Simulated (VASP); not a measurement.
# Hf (Im-3m) in VASP: further runs, part 2 of 8

VASP 6.6.1. Earlier steps stand in the parts before.

## Step 10: Equation of state, r2SCAN, 22.82 Å³/atom

INCAR

```
PREC     = Accurate       # precision mode
ENCUT    = 500            # plane-wave cutoff, eV
EDIFF    = 1E-7           # SCF threshold, eV
ISMEAR   = 1              # smearing method
SIGMA    = 0.1            # smearing width, eV
LREAL    = False          # projectors in reciprocal space
LASPH    = True           # aspherical terms in the spheres
NELM     = 100            # most SCF steps
ALGO     = Normal         # electronic algorithm
ISIF     = 2              # what is computed and relaxed
LWAVE    = False          # write WAVECAR
LCHARG   = False          # write CHGCAR
METAGGA  = R2SCAN         # meta-GGA
LMIXTAU  = True         
ADDGRID  = False
```

KPOINTS

```
regular mesh
0
Gamma
  19 19 19
```

POSCAR

```
Hf
1.0
   -1.7867664301      1.7867664301      1.7867664301
    1.7867664301     -1.7867664301      1.7867664301
    1.7867664301      1.7867664301     -1.7867664301
Hf
1
Direct
    0.0000000000      0.0000000000      0.0000000000
```

The run is started by

```console
cat potpaw_PBE.64/Hf/POTCAR > POTCAR
mpirun -np 1 vasp_std > vasp.out
```

Wall time 86 s (1 thread of Intel Xeon Platinum 8488C (Sapphire Rapids), shared host); peak memory 0.17 GiB.

These settings aren't checked as converged: the numbers below hold their error.

Results:

- Free energy: -44.8967 eV
- Pressure: -5.1 GPa
- Band gap on the k mesh: none (metal or under the smearing width)

Caveat: the PAW data sets were made with another functional, which shifts forces and pressure a little.

## Step 11: Equation of state, r2SCAN, 24.23 Å³/atom

INCAR is that of step 10.

KPOINTS is that of step 10.

POSCAR

```
Hf
1.0
   -1.8228724495      1.8228724495      1.8228724495
    1.8228724495     -1.8228724495      1.8228724495
    1.8228724495      1.8228724495     -1.8228724495
Hf
1
Direct
    0.0000000000      0.0000000000      0.0000000000
```

The run is started by

```console
cat potpaw_PBE.64/Hf/POTCAR > POTCAR
mpirun -np 1 vasp_std > vasp.out
```

Run time: 81 s. Hardware: 1 thread of Intel Xeon Platinum 8488C (Sapphire Rapids), shared host; peak memory 0.17 GiB.

The run converged, but some of its settings lie outside the range that counts as converged, so its numbers aren't taken as properties of the crystal.

What came out:

```
Free energy            : -44.8281 eV
Pressure               : -10.2 GPa
Band gap on the k mesh : none (metal or under the smearing width)
```

Caveat: the PAW data sets were made with another functional, which shifts forces and pressure a little.

## Step 12: Equation of state, r2SCAN, 22.82 Å³/atom

Changes to INCAR since step 11:

```diff
@@ -1,3 +1,3 @@
 PREC     = Accurate       # precision mode
-ENCUT    = 500            # plane-wave cutoff, eV
+ENCUT    = 600            # plane-wave cutoff, eV
 EDIFF    = 1E-7           # SCF threshold, eV
```

KPOINTS is that of step 11.

POSCAR

```
Hf
1.0
   -1.7867664301      1.7867664301      1.7867664301
    1.7867664301     -1.7867664301      1.7867664301
    1.7867664301      1.7867664301     -1.7867664301
Hf
1
Direct
    0.0000000000      0.0000000000      0.0000000000
```

Potentials or basis: VASP PAW PBE potentials, release 64 (Hf).

The run is started by

```console
cat potpaw_PBE.64/Hf/POTCAR > POTCAR
mpirun -np 1 vasp_std > vasp.out
```

It took 4 min on 1 thread of Intel Xeon Platinum 8488C (Sapphire Rapids), shared host; peak memory 0.2 GiB.

The run converged, but some of its settings lie outside the range that counts as converged, so its numbers aren't taken as properties of the crystal.

What came out:

```
Free energy            : -44.8964 eV
Pressure               : -5.1 GPa
Band gap on the k mesh : none (metal or under the smearing width)
```

Caveat: the PAW data sets were made with another functional, which shifts forces and pressure a little.

## Step 13: Equation of state, r2SCAN, 24.23 Å³/atom

INCAR is that of step 12.

KPOINTS is that of step 12.

POSCAR

```
Hf
1.0
   -1.8228724495      1.8228724495      1.8228724495
    1.8228724495     -1.8228724495      1.8228724495
    1.8228724495      1.8228724495     -1.8228724495
Hf
1
Direct
    0.0000000000      0.0000000000      0.0000000000
```

The run is started by

```console
cat potpaw_PBE.64/Hf/POTCAR > POTCAR
mpirun -np 1 vasp_std > vasp.out
```

It took 3.5 min on 1 thread of Intel Xeon Platinum 8488C (Sapphire Rapids), shared host; peak memory 0.2 GiB.

These settings aren't checked as converged: the numbers below hold their error.

What came out:

| Quantity | Value |
| --- | --- |
| Free energy | -44.8278 eV |
| Pressure | -10.2 GPa |
| Band gap on the k mesh | none (metal or under the smearing width) |

Caveat: the PAW data sets were made with another functional, which shifts forces and pressure a little.

## Step 14: Equation of state, r2SCAN, 22.82 Å³/atom

Changes to INCAR since step 13:

```diff
@@ -1,3 +1,3 @@
 PREC     = Accurate       # precision mode
-ENCUT    = 600            # plane-wave cutoff, eV
+ENCUT    = 900            # plane-wave cutoff, eV
 EDIFF    = 1E-7           # SCF threshold, eV
```

KPOINTS

```
regular mesh
0
Gamma
  16 16 16
```

POSCAR

```
Hf
1.0
   -1.7867664301      1.7867664301      1.7867664301
    1.7867664301     -1.7867664301      1.7867664301
    1.7867664301      1.7867664301     -1.7867664301
Hf
1
Direct
    0.0000000000      0.0000000000      0.0000000000
```

The run is started by

```console
cat potpaw_PBE.64/Hf/POTCAR > POTCAR
mpirun -np 1 vasp_std > vasp.out
```

Run time: 3.9 min. Hardware: 1 thread of Intel Xeon Platinum 8488C (Sapphire Rapids), shared host; peak memory 0.21 GiB.

The run converged, but some of its settings lie outside the range that counts as converged, so its numbers aren't taken as properties of the crystal.

What came out:

```yaml
Free_energy: -44.8968 eV
Pressure: -5.1 GPa
Band_gap_on_the_k_mesh: none (metal or under the smearing width)
```

Caveat: the PAW data sets were made with another functional, which shifts forces and pressure a little.

## Step 15: Equation of state, r2SCAN, 24.23 Å³/atom

INCAR is that of step 14.

KPOINTS is that of step 14.

POSCAR

```
Hf
1.0
   -1.8228724495      1.8228724495      1.8228724495
    1.8228724495     -1.8228724495      1.8228724495
    1.8228724495      1.8228724495     -1.8228724495
Hf
1
Direct
    0.0000000000      0.0000000000      0.0000000000
```

Potentials or basis: VASP PAW PBE potentials, release 64 (Hf).

The run is started by

```console
cat potpaw_PBE.64/Hf/POTCAR > POTCAR
mpirun -np 1 vasp_std > vasp.out
```

It took 2 min on 1 thread of Intel Xeon Platinum 8488C (Sapphire Rapids), shared host; peak memory 0.22 GiB.

The run converged, but some of its settings lie outside the range that counts as converged, so its numbers aren't taken as properties of the crystal.

What came out:

* Free energy: -44.8280 eV
* Pressure: -10.1 GPa
* Band gap on the k mesh: none (metal or under the smearing width)

Caveat: the PAW data sets were made with another functional, which shifts forces and pressure a little.

## Step 16: Equation of state, r2SCAN, 22.82 Å³/atom

Changes to INCAR since step 15:

```diff
@@ -1,6 +1,6 @@
 PREC     = Accurate       # precision mode
-ENCUT    = 900            # plane-wave cutoff, eV
+ENCUT    = 200            # plane-wave cutoff, eV
 EDIFF    = 1E-7           # SCF threshold, eV
 ISMEAR   = 1              # smearing method
-SIGMA    = 0.1            # smearing width, eV
+SIGMA    = 0.15           # smearing width, eV
 LREAL    = False          # projectors in reciprocal space
```

KPOINTS

```
regular mesh
0
Gamma
  9 9 9
```

POSCAR

```
Hf
1.0
   -1.7867664301      1.7867664301      1.7867664301
    1.7867664301     -1.7867664301      1.7867664301
    1.7867664301      1.7867664301     -1.7867664301
Hf
1
Direct
    0.0000000000      0.0000000000      0.0000000000
```

The run is started by

```console
cat potpaw_PBE.64/Hf/POTCAR > POTCAR
mpirun -np 1 vasp_std > vasp.out
```

Run time: 15 s. Hardware: 1 thread of Intel Xeon Platinum 8488C (Sapphire Rapids), shared host; peak memory 0.1 GiB.

The run converged, but a check on its numbers failed (symmetry, net force, bounds or a known fault of this set-up), so they aren't taken as properties of the crystal.

Caveat: the cutoff lies under the usual one of these potentials, so the numbers hold a large basis-set error; the PAW data sets were made with another functional, which shifts forces and pressure a little.

## Step 17: Equation of state, r2SCAN, 24.23 Å³/atom

INCAR is that of step 16.

KPOINTS is that of step 16.

POSCAR

```
Hf
1.0
   -1.8228724495      1.8228724495      1.8228724495
    1.8228724495     -1.8228724495      1.8228724495
    1.8228724495      1.8228724495     -1.8228724495
Hf
1
Direct
    0.0000000000      0.0000000000      0.0000000000
```

The run is started by

```console
cat potpaw_PBE.64/Hf/POTCAR > POTCAR
mpirun -np 1 vasp_std > vasp.out
```

Wall time 12 s (1 thread of Intel Xeon Platinum 8488C (Sapphire Rapids), shared host); peak memory 0.11 GiB.

The run converged, but a check on its numbers failed (symmetry, net force, bounds or a known fault of this set-up), so they aren't taken as properties of the crystal.

Caveat: the cutoff lies under the usual one of these potentials, so the numbers hold a large basis-set error; the PAW data sets were made with another functional, which shifts forces and pressure a little.

## Step 18: Equation of state, r2SCAN, 22.82 Å³/atom

INCAR is that of step 17.

KPOINTS

```
regular mesh
0
Gamma
  11 11 11
```

POSCAR

```
Hf
1.0
   -1.7867664301      1.7867664301      1.7867664301
    1.7867664301     -1.7867664301      1.7867664301
    1.7867664301      1.7867664301     -1.7867664301
Hf
1
Direct
    0.0000000000      0.0000000000      0.0000000000
```

Potentials or basis: VASP PAW PBE potentials, release 64 (Hf).

The run is started by

```console
cat potpaw_PBE.64/Hf/POTCAR > POTCAR
mpirun -np 1 vasp_std > vasp.out
```

Run time: 16 s. Hardware: 1 thread of Intel Xeon Platinum 8488C (Sapphire Rapids), shared host; peak memory 0.1 GiB.

The run converged, but a check on its numbers failed (symmetry, net force, bounds or a known fault of this set-up), so they aren't taken as properties of the crystal.

Caveat: the cutoff lies under the usual one of these potentials, so the numbers hold a large basis-set error; the PAW data sets were made with another functional, which shifts forces and pressure a little.

## Step 19: Equation of state, r2SCAN, 24.23 Å³/atom

INCAR is that of step 18.

KPOINTS is that of step 18.

POSCAR

```
Hf
1.0
   -1.8228724495      1.8228724495      1.8228724495
    1.8228724495     -1.8228724495      1.8228724495
    1.8228724495      1.8228724495     -1.8228724495
Hf
1
Direct
    0.0000000000      0.0000000000      0.0000000000
```

The run is started by

```console
cat potpaw_PBE.64/Hf/POTCAR > POTCAR
mpirun -np 1 vasp_std > vasp.out
```

Run time: 15 s. Hardware: 1 thread of Intel Xeon Platinum 8488C (Sapphire Rapids), shared host; peak memory 0.11 GiB.

The run converged, but a check on its numbers failed (symmetry, net force, bounds or a known fault of this set-up), so they aren't taken as properties of the crystal.

Caveat: the cutoff lies under the usual one of these potentials, so the numbers hold a large basis-set error; the PAW data sets were made with another functional, which shifts forces and pressure a little.

## Step 20: Equation of state, r2SCAN, 22.82 Å³/atom

Changes to INCAR since step 19:

```diff
@@ -1,3 +1,3 @@
 PREC     = Accurate       # precision mode
-ENCUT    = 200            # plane-wave cutoff, eV
+ENCUT    = 300            # plane-wave cutoff, eV
 EDIFF    = 1E-7           # SCF threshold, eV
```

KPOINTS

```
regular mesh
0
Gamma
  9 9 9
```

POSCAR

```
Hf
1.0
   -1.7867664301      1.7867664301      1.7867664301
    1.7867664301     -1.7867664301      1.7867664301
    1.7867664301      1.7867664301     -1.7867664301
Hf
1
Direct
    0.0000000000      0.0000000000      0.0000000000
```

The run is started by

```console
cat potpaw_PBE.64/Hf/POTCAR > POTCAR
mpirun -np 1 vasp_std > vasp.out
```

Wall time 18 s (1 thread of Intel Xeon Platinum 8488C (Sapphire Rapids), shared host); peak memory 0.12 GiB.

These settings aren't checked as converged: the numbers below hold their error.

What came out:

| Quantity | Value |
| --- | --- |
| Free energy | -44.8886 eV |
| Pressure | -4.8 GPa |
| Band gap on the k mesh | none (metal or under the smearing width) |

Caveat: the PAW data sets were made with another functional, which shifts forces and pressure a little.

## Step 21: Equation of state, r2SCAN, 24.23 Å³/atom

INCAR is that of step 20.

KPOINTS is that of step 20.

POSCAR

```
Hf
1.0
   -1.8228724495      1.8228724495      1.8228724495
    1.8228724495     -1.8228724495      1.8228724495
    1.8228724495      1.8228724495     -1.8228724495
Hf
1
Direct
    0.0000000000      0.0000000000      0.0000000000
```

Potentials or basis: VASP PAW PBE potentials, release 64 (Hf).

The run is started by

```console
cat potpaw_PBE.64/Hf/POTCAR > POTCAR
mpirun -np 1 vasp_std > vasp.out
```

It took 18 s on 1 thread of Intel Xeon Platinum 8488C (Sapphire Rapids), shared host; peak memory 0.12 GiB.

These settings aren't checked as converged: the numbers below hold their error.

Results:

```
Free energy            : -44.8255 eV
Pressure               : -9.6 GPa
Band gap on the k mesh : none (metal or under the smearing width)
```

Caveat: the PAW data sets were made with another functional, which shifts forces and pressure a little.

## Step 22: Equation of state, r2SCAN, 22.82 Å³/atom

Changes to INCAR since step 21:

```diff
@@ -1,3 +1,3 @@
 PREC     = Accurate       # precision mode
-ENCUT    = 300            # plane-wave cutoff, eV
+ENCUT    = 350            # plane-wave cutoff, eV
 EDIFF    = 1E-7           # SCF threshold, eV
```

KPOINTS is that of step 21.

POSCAR

```
Hf
1.0
   -1.7867664301      1.7867664301      1.7867664301
    1.7867664301     -1.7867664301      1.7867664301
    1.7867664301      1.7867664301     -1.7867664301
Hf
1
Direct
    0.0000000000      0.0000000000      0.0000000000
```

The run is started by

```console
cat potpaw_PBE.64/Hf/POTCAR > POTCAR
mpirun -np 1 vasp_std > vasp.out
```

Run time: 22 s. Hardware: 1 thread of Intel Xeon Platinum 8488C (Sapphire Rapids), shared host; peak memory 0.12 GiB.

These settings aren't checked as converged: the numbers below hold their error.

Results:

```
Free energy            : -44.8877 eV
Pressure               : -4.8 GPa
Band gap on the k mesh : none (metal or under the smearing width)
```

Caveat: the PAW data sets were made with another functional, which shifts forces and pressure a little.

## Step 23: Equation of state, r2SCAN, 24.23 Å³/atom

INCAR is that of step 22.

KPOINTS is that of step 22.

POSCAR

```
Hf
1.0
   -1.8228724495      1.8228724495      1.8228724495
    1.8228724495     -1.8228724495      1.8228724495
    1.8228724495      1.8228724495     -1.8228724495
Hf
1
Direct
    0.0000000000      0.0000000000      0.0000000000
```

The run is started by

```console
cat potpaw_PBE.64/Hf/POTCAR > POTCAR
mpirun -np 1 vasp_std > vasp.out
```

Run time: 18 s. Hardware: 1 thread of Intel Xeon Platinum 8488C (Sapphire Rapids), shared host; peak memory 0.12 GiB.

These settings aren't checked as converged: the numbers below hold their error.

Results:

- Free energy: -44.8242 eV
- Pressure: -9.6 GPa
- Band gap on the k mesh: none (metal or under the smearing width)

Caveat: the PAW data sets were made with another functional, which shifts forces and pressure a little.

## Step 24: Equation of state, r2SCAN, 22.82 Å³/atom

Changes to INCAR since step 23:

```diff
@@ -1,3 +1,3 @@
 PREC     = Accurate       # precision mode
-ENCUT    = 350            # plane-wave cutoff, eV
+ENCUT    = 400            # plane-wave cutoff, eV
 EDIFF    = 1E-7           # SCF threshold, eV
```

KPOINTS is that of step 23.

POSCAR

```
Hf
1.0
   -1.7867664301      1.7867664301      1.7867664301
    1.7867664301     -1.7867664301      1.7867664301
    1.7867664301      1.7867664301     -1.7867664301
Hf
1
Direct
    0.0000000000      0.0000000000      0.0000000000
```

Potentials or basis: VASP PAW PBE potentials, release 64 (Hf).

The run is started by

```console
cat potpaw_PBE.64/Hf/POTCAR > POTCAR
mpirun -np 1 vasp_std > vasp.out
```

It took 30 s on 1 thread of Intel Xeon Platinum 8488C (Sapphire Rapids), shared host; peak memory 0.12 GiB.

The run converged, but some of its settings lie outside the range that counts as converged, so its numbers aren't taken as properties of the crystal.

What came out:

* Free energy: -44.8874 eV
* Pressure: -4.8 GPa
* Band gap on the k mesh: none (metal or under the smearing width)

Caveat: the PAW data sets were made with another functional, which shifts forces and pressure a little.

## Step 25: Equation of state, r2SCAN, 24.23 Å³/atom

INCAR is that of step 24.

KPOINTS is that of step 24.

POSCAR

```
Hf
1.0
   -1.8228724495      1.8228724495      1.8228724495
    1.8228724495     -1.8228724495      1.8228724495
    1.8228724495      1.8228724495     -1.8228724495
Hf
1
Direct
    0.0000000000      0.0000000000      0.0000000000
```

The run is started by

```console
cat potpaw_PBE.64/Hf/POTCAR > POTCAR
mpirun -np 1 vasp_std > vasp.out
```

It took 31 s on 1 thread of Intel Xeon Platinum 8488C (Sapphire Rapids), shared host; peak memory 0.14 GiB.

These settings aren't checked as converged: the numbers below hold their error.

Results:

| Property | Result |
| --- | --- |
| Free energy | -44.8239 eV |
| Pressure | -9.5 GPa |
| Band gap on the k mesh | none (metal or under the smearing width) |

Caveat: the PAW data sets were made with another functional, which shifts forces and pressure a little.

## Step 26: Equation of state, r2SCAN, 22.82 Å³/atom

Changes to INCAR since step 25:

```diff
@@ -1,3 +1,3 @@
 PREC     = Accurate       # precision mode
-ENCUT    = 400            # plane-wave cutoff, eV
+ENCUT    = 200            # plane-wave cutoff, eV
 EDIFF    = 1E-7           # SCF threshold, eV
```

KPOINTS

```
regular mesh
0
Gamma
  13 13 13
```

POSCAR

```
Hf
1.0
   -1.7867664301      1.7867664301      1.7867664301
    1.7867664301     -1.7867664301      1.7867664301
    1.7867664301      1.7867664301     -1.7867664301
Hf
1
Direct
    0.0000000000      0.0000000000      0.0000000000
```

The run is started by

```console
cat potpaw_PBE.64/Hf/POTCAR > POTCAR
mpirun -np 1 vasp_std > vasp.out
```

Wall time 20 s (1 thread of Intel Xeon Platinum 8488C (Sapphire Rapids), shared host); peak memory 0.1 GiB.

The run converged, but a check on its numbers failed (symmetry, net force, bounds or a known fault of this set-up), so they aren't taken as properties of the crystal.

Caveat: the cutoff lies under the usual one of these potentials, so the numbers hold a large basis-set error; the PAW data sets were made with another functional, which shifts forces and pressure a little.

## Step 27: Equation of state, r2SCAN, 24.23 Å³/atom

INCAR is that of step 26.

KPOINTS is that of step 26.

POSCAR

```
Hf
1.0
   -1.8228724495      1.8228724495      1.8228724495
    1.8228724495     -1.8228724495      1.8228724495
    1.8228724495      1.8228724495     -1.8228724495
Hf
1
Direct
    0.0000000000      0.0000000000      0.0000000000
```

Potentials or basis: VASP PAW PBE potentials, release 64 (Hf).

The run is started by

```console
cat potpaw_PBE.64/Hf/POTCAR > POTCAR
mpirun -np 1 vasp_std > vasp.out
```

Wall time 22 s (1 thread of Intel Xeon Platinum 8488C (Sapphire Rapids), shared host); peak memory 0.11 GiB.

The run converged, but a check on its numbers failed (symmetry, net force, bounds or a known fault of this set-up), so they aren't taken as properties of the crystal.

Caveat: the cutoff lies under the usual one of these potentials, so the numbers hold a large basis-set error; the PAW data sets were made with another functional, which shifts forces and pressure a little.

## Step 28: Equation of state, r2SCAN, 22.82 Å³/atom

Changes to INCAR since step 27:

```diff
@@ -1,3 +1,3 @@
 PREC     = Accurate       # precision mode
-ENCUT    = 200            # plane-wave cutoff, eV
+ENCUT    = 300            # plane-wave cutoff, eV
 EDIFF    = 1E-7           # SCF threshold, eV
```

KPOINTS

```
regular mesh
0
Gamma
  11 11 11
```

POSCAR

```
Hf
1.0
   -1.7867664301      1.7867664301      1.7867664301
    1.7867664301     -1.7867664301      1.7867664301
    1.7867664301      1.7867664301     -1.7867664301
Hf
1
Direct
    0.0000000000      0.0000000000      0.0000000000
```

The run is started by

```console
cat potpaw_PBE.64/Hf/POTCAR > POTCAR
mpirun -np 1 vasp_std > vasp.out
```

Run time: 30 s. Hardware: 1 thread of Intel Xeon Platinum 8488C (Sapphire Rapids), shared host; peak memory 0.11 GiB.

These settings aren't checked as converged: the numbers below hold their error.

What came out:

```
Free energy            : -44.8935 eV
Pressure               : -5.1 GPa
Band gap on the k mesh : none (metal or under the smearing width)
```

Caveat: the PAW data sets were made with another functional, which shifts forces and pressure a little.

## Step 29: Equation of state, r2SCAN, 24.23 Å³/atom

INCAR is that of step 28.

KPOINTS is that of step 28.

POSCAR

```
Hf
1.0
   -1.8228724495      1.8228724495      1.8228724495
    1.8228724495     -1.8228724495      1.8228724495
    1.8228724495      1.8228724495     -1.8228724495
Hf
1
Direct
    0.0000000000      0.0000000000      0.0000000000
```

The run is started by

```console
cat potpaw_PBE.64/Hf/POTCAR > POTCAR
mpirun -np 1 vasp_std > vasp.out
```

Run time: 22 s. Hardware: 1 thread of Intel Xeon Platinum 8488C (Sapphire Rapids), shared host; peak memory 0.11 GiB.

The run converged, but some of its settings lie outside the range that counts as converged, so its numbers aren't taken as properties of the crystal.

Results:

```
Free energy            : -44.8260 eV
Pressure               : -10.2 GPa
Band gap on the k mesh : none (metal or under the smearing width)
```

Caveat: the PAW data sets were made with another functional, which shifts forces and pressure a little.

(Continued in part 3 of 8.)
